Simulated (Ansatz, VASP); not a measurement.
**Two plane-wave programs on Os**

```
Os
1.0
     2.70653    0.00000    0.00000
    -1.35327    2.34393    0.00000
     0.00000    0.00000    2.48550
Os
1
Direct
  0.00000 0.00000 0.00000
```

Alike in both runs: functional PBE; k mesh 9 × 9 × 8; occupations gaussian, width 0.1 eV; no spin polarisation.

Ansatz relaxed the structure, and its values are those at the end. VASP's run is a single point on that final structure, the one shown.

|  | VASP | Ansatz |
| --- | --- | --- |
| version | VASP 6.6.1 | Ansatz 0.2.0 |
| potentials or method | VASP PAW PBE potentials, release 64 (Os) | scalar-relativistic, plane waves, PAW |
| plane-wave cutoff (eV) | 520 | 420 |
| valence electrons in the cell | 8 | 16 |

Ansatz gave:

* gap on the k mesh at the Fermi level (eV): none
* pressure (GPa): 0.0

Q: What did VASP give for the same quantities?

A: gap on the k mesh at the Fermi level (eV): none; pressure (GPa): -0.2.

A gap of «none» marks a metal or a gap that the smearing closes. The two sets of potentials don't hold the same shells in valence.

The runs have no spin-orbit coupling, so splittings on Os are missing.
